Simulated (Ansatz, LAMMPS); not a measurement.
# Amorphous Al2O3 at 2.75 g/cm^3 (90 atoms), relaxed: mesh and functional compared

Which bonds does the relaxation leave, and how do the Kohn-Sham gap, forces and pressure change with k-mesh and functional?

Calculated with Ansatz 0.2.0: Kohn-Sham DFT, PBE, PAW (set soft_2), plane waves; cutoff 420 eV, Γ point, fermi-dirac smearing of 0.025 eV.

**The cell**

Density at the start: 2.74 g/cm³. The cell holds 90 atoms: 36 Al and 54 O. Its edges and angles: a = 10.355 Å, b = 10.355 Å, c = 10.355 Å, α = 90.0°, β = 90.0°, γ = 90.0°. 90 atoms (36 Al, 54 O) placed at random at 2.75 g/cm³, melted at 5000 K for 10 ps at fixed volume with the Morse and Coulomb pair potential with partial charges (Pedone, Malavasi, Menziani, Cormack and Segre, J. Phys. Chem. B 110, 11780 (2006)). Quenched from 5000 K to 300 K at 50 K/ps and fixed volume, held 5 ps, then minimised at fixed cell.

The atoms were relaxed with PBE. The walk converged after 6 steps, with a largest force component of 0.0310 eV/Å; it began at an r.m.s. force component of 0.35 eV/Å. The energy fell by 17.3 meV an atom.

The input of the reference single point:

```yaml
crystal:
  lattice:
    - [10.3547, 0.0, 0.0]
    - [0.0, 10.3547, 0.0]
    - [0.0, 0.0, 10.3547]
  atoms:
    - { symbol: Al, position: [0.95838, 0.78869, 0.24048] }
    - { symbol: Al, position: [0.36751, 0.17846, 0.20887] }
    - { symbol: Al, position: [0.60804, 0.10217, 0.32383] }
    - { symbol: Al, position: [0.64779, 0.14949, 0.63023] }
    [... 84 atom lines left out ...]
    - { symbol: O, position: [0.59114, 0.51575, 0.19363] }
    - { symbol: O, position: [0.2942, 0.60512, 0.12932] }
kpoints:
  mp_grid: { grid: [1, 1, 1] }
hamiltonian:
  xc: pbe
scf:
  occupations: { method: fermi_dirac, width: 0.025 }
output:
  forces: true
  stress: true
  populations: true
  dos:
    method: { smearing: { sigma: 0.08 } }
    de: 0.05
    projected: { site_lists: { Al: [Al], O: [O] } }
  eigenvalues: true
  write_density: true
  write_potential: true
  volumetric_format: npy
```

**Bonds after relaxation**

Bonds by pair of elements; cutoffs follow the first minimum of g(r), held within bounds set by covalent radii, and pairs that aren't listed don't count as bonded:

```
pair A-B  cutoff (Å)  bonds  mean length (Å)  spread (Å)  shortest (Å)  B about A  A about B
    O-Al        2.38    151             1.82       0.081          1.68       2.80       4.19
```

How many atoms have how many bonded neighbours:

```
element  mean   2   3   4  5
     Al  4.19   0   0  29  7
      O  2.80  11  43   0  0
```

**Levels of theory**

Single points at the relaxed geometry:

```
functional  k-mesh  Kohn-Sham gap (eV)  pressure (GPa)  r.m.s. force component (eV/Å)  SCF cycles     time
       PBE   1×1×1               3.281           -3.25                          0.008           9     12 s
       PBE   2×2×2               3.254           -3.23                          0.009           9     85 s
     HSE06   1×1×1               4.941           -8.24                          0.093          15  2.4 min
    r2SCAN   1×1×1               3.884           -8.07                          0.071           9     27 s
    PBEsol   1×1×1               3.181           -6.33                          0.034          10     13 s
```

The gap is that between the highest filled and lowest empty Kohn-Sham level on the run's k-points. Cutoffs: 420 eV for PBE, HSE06 and PBEsol; 500 eV for r2SCAN. Times come from shared hosts and are rough.

**Findings**

By these cutoffs 81 % of Al atoms have 4 and 80 % of O atoms have 3 neighbours. The Kohn-Sham gap is 3.28 eV with PBE on the 1×1×1 mesh and 3.25 eV on 2×2×2. On the 1×1×1 mesh HSE06 changes the gap by +1.66 eV against PBE. Carrying that shift over to the 2×2×2 mesh gives 3.25 + 1.66 = 4.91 eV, an estimate that takes the shift to be alike at all k-points. On the reference's mesh the gap changes with r2SCAN by +0.60 eV and PBEsol by -0.10 eV. Against the reference the pressure changes with HSE06 by -5.0 GPa, r2SCAN by -4.8 GPa and PBEsol by -3.1 GPa; a negative change means a smaller volume than PBE would take. The denser mesh moves the energy by -1.7 meV/atom and the pressure by +0.02 GPa.

Limits: All single points share the geometry relaxed with PBE. The density was set when the cell was made, as one point of a scan, and needn't be that of the real material. One sample; tail or defect levels can set the gap of a disordered cell. The quench rate of 50 K/ps is many orders above laboratory rates, so the cell is likely richer in defects and strain than a real sample. The network of bonds at the start is that of the classical potential that made the cell, and needn't be the one that DFT or experiment would give. In some runs the program notes that the exchange threshold is loose for the stress and the SCF threshold is loose for the stress.

[Logs are printed without paths, hosts, clocks, repeated set-up lines and the standing remarks that a program may print on its own settings, such as how far it seeks lower states.]

[Hosts, paths, dates, database ids (printed as entryN), source tags and the programs' standing remarks are cut or masked in the printed files.]
